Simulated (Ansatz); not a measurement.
## Structure types of Ba at zero pressure (with spin–orbit coupling)

Structure types of Ba are relaxed in primitive cells with their symmetry kept at 0 GPa, first on PAW files, then by LAPW. The enthalpy is E + pV at zero temperature, without zero-point motion. Only the types listed were tried, and differences under about 5 meV/atom are mesh noise.

Level of theory: DFT with PBE, with spin–orbit coupling, in Ansatz 0.2.0; Fermi–Dirac smearing of 0.05 eV, no spin polarisation. LAPW: all electrons, basis error target 0.5 meV/atom; PAW: frozen-core files, cutoff 420 eV.

k meshes: fcc 11×11×11, bcc 12×12×12, hcp 11×11×6.

Q: Which type is lowest in enthalpy, and by how much?

A: bcc, 13 meV/atom below hcp. The whole table:

```
start type        ends as          a, b, c (Å)  V (Å³/atom)  H − H(lowest), LAPW (meV/atom)  same, PAW
       fcc     fcc, Fm-3m  6.335, 6.335, 6.335        63.56                            16.1       16.1
       bcc     bcc, Im-3m  5.025, 5.025, 5.025        63.44                             0.0        0.0
       hcp  hcp, P6_3/mmc  4.468, 4.468, 7.340        63.46                            12.9       12.9
```
